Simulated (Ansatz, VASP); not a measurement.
# Two plane-wave programs on RbBr

INCAR

```
PREC = Accurate
ENCUT = 520
EDIFF = 1E-7
ISMEAR = -1
SIGMA = 0.05
LREAL = F
LASPH = T
NELM = 80
ALGO = Normal
ISIF = 2
LWAVE = F
LCHARG = F
GGA = PE
NBANDS = 15
```

Contents of KPOINTS:

```
regular mesh
0
Gamma
  7 7 7
```

Contents of POSCAR:

```
RbBr
1.0
    0.0000000000      3.4039993070      3.4039993070
    3.4039993070      0.0000000000      3.4039993070
    3.4039993070      3.4039993070      0.0000000000
Rb Br
1 1
Direct
    0.0000000000      0.0000000000      0.0000000000
    0.5000000000      0.5000000000      0.5000000000
```

Contents of input.yaml:

```yaml
crystal:
  lattice:
    - [0.0, 3.403999307, 3.403999307]
    - [3.403999307, 0.0, 3.403999307]
    - [3.403999307, 3.403999307, 0.0]
  atoms:
    - { symbol: Rb, position: [0.0, 0.0, 0.0] }
    - { symbol: Br, position: [0.5, 0.5, 0.5] }
hamiltonian:
  xc: pbe
  pseudopotentials: { kind: paw }
kpoints:
  mp_grid: { grid: [7, 7, 7] }
scf:
  occupations: { method: fermi_dirac, width: 0.05 }
output:
  forces: true
  stress: true
  eigenvalues: true
```

Change from the starting cell: volume scaled by 0.98.

Alike in both runs: task single point; functional PBE; k mesh 7 × 7 × 7; occupations fermi-dirac, width 0.05 eV; no spin polarisation.

```csv
,VASP,Ansatz
version,VASP 6.6.1,Ansatz 0.2.0
potentials or method,"VASP PAW PBE potentials, release 64 (Rb_sv, Br)",Ansatz PAW
plane-wave cutoff (eV),520,420
valence electrons in the cell,16,16
```

VASP gave:

| Item | Value |
| --- | --- |
| gap on the k mesh at the Fermi level (eV) | 4.41 |
| least direct gap on the mesh (eV) | 4.41 |
| pressure (GPa) | 1.4 |

Problem. What did Ansatz give for the same quantities?

Solution. gap on the k mesh at the Fermi level (eV): 4.42; least direct gap on the mesh (eV): 4.42; pressure (GPa): 1.4.

Caveats: an odd mesh through Γ misses points on the zone boundary, where band edges often lie (VASP); odd divisions of the mesh miss points on the zone boundary, where band edges often lie, so the gap on the mesh can be too wide (Ansatz).
